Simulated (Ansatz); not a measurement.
## Ge in Ansatz: the effect of dispersion

Crystal: Ge.

```xyz
1
Lattice="2.7105 0.0000 0.0000 0.0000 2.7105 0.0000 0.0000 0.0000 2.7105" Properties=species:S:1:pos:R:3 pbc="T T T"
Ge    0.0000    0.0000    0.0000
```

The cell was built by a generator and needn't be a form met in nature.

Alike in all runs:

* Program: Ansatz 0.2.0
* Task: relaxation of cell and atoms
* Functional: PBE
* Potentials or basis: Ansatz PAW
* Cutoff: 420 eV (not typed: the program's choice for these potentials)
* k mesh: 10 × 10 × 10
* Occupations: fermi-dirac, width 0.05 eV
* Spin: no spin polarisation

Each run relaxes the cell or the atoms first.

| dispersion | relaxed volume (Å³/atom) |
| --- | --- |
| none | ? |
| D3(BJ) | 19.01 |
| D4 | 19.00 |

Question: What does the run with dispersion none give?

Answer: Relaxed volume 19.77 Å³/atom.

Caveats: the plane-wave basis is chosen anew once the cell has moved, so the energies of steps on either side of that aren't comparable; pairwise dispersion overbinds metals, which lowers pressure and volume (some runs).
